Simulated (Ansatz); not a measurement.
**Ge: band gap under strain**

Aim: follow the gap of diamond Ge through these states: +1.6 % biaxial strain in x and y, free along z; +5.6 % strain along z alone; +2.1 % shear in the xy plane. The table at the end shows which levels were run.

The runs shown are made with Ansatz 0.2.0. PAW datasets, plane waves. Calculated at 0 K for a non-magnetic cell.

### Step 1. The cell

The unstrained cell was relaxed with r2SCAN; in each strained cell the atoms were relaxed again with r2SCAN. Names of k-points are those of the unstrained zone, where strain can split equivalent points. First state: +1.6 % biaxial strain in x and y, free along z.

The symmetry is I4_1/amd (No. 141, tetragonal); a = 4.074 Å, c = 5.613 Å in the conventional setting, 23.29 Å³ an atom. Ge has 4 Ge at 2.47 Å.

The structure in full:

Space group I4_1/amd:1 (No. 141). a = 4.074 Å, b = 4.074 Å, c = 5.613 Å, α = 90.00°, β = 90.00°, γ = 90.00°
```json
{"atom": "Ge", "site": "4a", "symmetry": "-4m2", "x": "0.0000", "y": "0.0000", "z": "0.0000"}
```

### Step 2. +1.6 % biaxial strain in x and y, free along z: PBE

input.yaml reads:

```yaml
crystal:
  lattice:
    - [0.0, 2.8808450516, 2.8066145844]
    - [2.8808450516, 0.0, 2.8066145844]
    - [2.8808450516, 2.8808450516, 0.0]
  atoms:
    - { symbol: Ge, position: [0.0, 0.0, 0.0] }
    - { symbol: Ge, position: [0.25, 0.25, 0.25] }
kpoints:
  mp_grid: { grid: [8, 8, 8] }
  band_path:
    path:
      - [0.0, 0.0, 0.0]
      - [0.5, 0.0, 0.5]
      - [0.625, 0.25, 0.625]
      - [0.375, 0.375, 0.75]
      - [0.5, 0.5, 0.5]
      - [0.5, 0.25, 0.75]
      - [-0.013021, -0.002767, -0.015788]
      - [0.0, 0.0, 0.5]
    npoints: 1
hamiltonian:
  xc: pbe
scf:
  occupations: { method: fermi_dirac, width: 0.02 }
  n_extra_bands: 4
output:
  forces: true
  stress: true
  eigenvalues: true
```

The run is started by

```sh
> ansatz run input.yaml --threads 4 --pin off --max-ram 3686MiB --backend cpu --events-out ev --progress --plain --runs-dir out
```

After this run come: +1.6 % biaxial strain in x and y, free along z: r2SCAN; +1.6 % biaxial strain in x and y, free along z: HSE06; +5.6 % strain along z alone: PBE; +5.6 % strain along z alone: r2SCAN; +5.6 % strain along z alone: HSE06; +2.1 % shear in the xy plane: PBE; +2.1 % shear in the xy plane: r2SCAN; +2.1 % shear in the xy plane: HSE06.

What does the calculation give?

As calculated:

Least gap in eV (negative: overlap):

| state | PBE | r2SCAN | HSE06 |
| --- | --- | --- | --- |
| +1.6 % biaxial strain in x and y, free along z | -0.03 | 0.03 | 0.43 |
| +5.6 % strain along z alone | -0.20 | 0.00 | 0.00 |
| +2.1 % shear in the xy plane | -0.04 | 0.23 | 0.57 |

What this shows: Under +1.6 % biaxial strain in x and y, free along z and under +2.1 % shear in the xy plane PBE gives no gap, or under 0.02 eV, while HSE06 has one.
